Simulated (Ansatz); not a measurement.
The system is SiO2.

```
Si O
1.0
    -2.83790    2.83790    5.66021
     2.83790   -2.83790    5.66021
     2.83790    2.83790   -5.66021
Si O
4 8
Direct
  0.87500 0.26362 0.88862
  0.01362 0.62500 0.88862
  0.73638 0.12500 0.11138
  0.37500 0.98638 0.11138
  0.63373 0.13373 0.50000
  0.46788 0.96788 0.93575
  0.03212 0.53212 0.06425
  0.11627 0.11627 0.00000
  0.88373 0.88373 0.00000
  0.86627 0.36627 0.50000
  0.28212 0.71788 0.00000
  0.71788 0.28212 0.00000
```

The cell comes from a database or a generator and needn't be the stable form of this composition.

```yaml
Program: Ansatz 0.2.0
Task: relaxation of cell and atoms
Functional: RPBE
Dispersion: D3(BJ)
Potentials_or_basis: Ansatz PAW
Cutoff: "420 eV (not typed: the program's choice for these potentials)"
k_mesh: 7 × 7 × 7
Occupations: fermi-dirac, width 0.05 eV
Spin: no spin polarisation
```

At the start: volume 15.20 Å³/atom.

Task: Where does the relaxation end?

Result: It ends after 7 steps and the volume is 14.62 Å³/atom (-3.8 %); space group I4_122 (No. 98, to 0.05 Å).

Step by step:
```tsv
step	energy change (eV)	largest force (eV/Å)	volume (Å³)
1	0.0000	0.1474	182.34
2	-0.0370	0.1677	180.04
3	-0.0739	0.0431	175.90
4	-0.0742	0.0047	175.88
5	-0.0594	0.0047	175.88
6	-0.0610	0.0047	175.41
7	-0.0597	0.0047	175.41
```

Final structure:
```cif
data_structure
_symmetry_space_group_name_H-M 'P 1'
_symmetry_Int_Tables_number 1
_cell_length_a 6.8564
_cell_length_b 6.8564
_cell_length_c 6.8564
_cell_angle_alpha 131.817
_cell_angle_beta 131.817
_cell_angle_gamma 70.518
_cell_volume 175.41
loop_
_atom_site_label
_atom_site_type_symbol
_atom_site_fract_x
_atom_site_fract_y
_atom_site_fract_z
_atom_site_occupancy
Si1 Si 0.87500 0.26795 0.89295 1
Si2 Si 0.01795 0.62500 0.89295 1
Si3 Si 0.73205 0.12500 0.10705 1
Si4 Si 0.37500 0.98205 0.10705 1
O1 O 0.63624 0.13624 0.50000 1
O2 O 0.45930 0.95930 0.91861 1
O3 O 0.04070 0.54070 0.08139 1
O4 O 0.11376 0.11376 0.00000 1
O5 O 0.88624 0.88624 0.00000 1
O6 O 0.86376 0.36376 0.50000 1
O7 O 0.29070 0.70930 0.00000 1
O8 O 0.70930 0.29070 0.00000 1
```

Caveat: the plane-wave basis is chosen anew once the cell has moved, so the energies of steps on either side of that aren't comparable; the pressure holds a Pulay correction of +0.5 GPa for the finite cutoff; the PAW data sets come from PBE, with cores solved anew for the run's functional, which leaves a small shift of forces and pressure.
